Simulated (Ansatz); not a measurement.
# Au in Ansatz: the effect of target pressure

The system is Au.

```
Au
1.0
     1.41131   -2.55593    0.00000
     1.41131    2.55593    0.00000
     0.00000    0.00000    4.89317
Au
2
Direct
  0.33467 0.66533 0.25000
  0.66533 0.33467 0.75000
```

This isn't the form of Au at room conditions, which is fcc.

Alike in all runs:

```yaml
Program: Ansatz 0.2.0
Task: relaxation of cell and atoms
Functional: PBEsol
Potentials_or_basis: all-electron LAPW, scalar-relativistic
Basis_error_allowed: 0.001 eV/atom
k_mesh: 11 × 11 × 6
Occupations: fermi-dirac, width 0.05 eV
Spin: no spin polarisation
```

Each run relaxes the cell or the atoms first.

| target pressure | relaxed volume (Å³/atom) |
| --- | --- |
| 0 GPa | ? |
| 5 GPa | 16.57 |
| 10 GPa | 16.18 |
| 20 GPa | 15.56 |
| 30 GPa | 15.06 |

Task: What does the run with target pressure 0 GPa give?

Result: Relaxed volume 17.02 Å³/atom.

Worked out: In Murnaghan's law V^(-B') rises as a straight line in P. The other rows fit best with B' = 5.5, V0 = 17.02 Å³/atom and B0 = 172 GPa, which gives 17.02 Å³/atom at 0 GPa, against the run's 17.02.
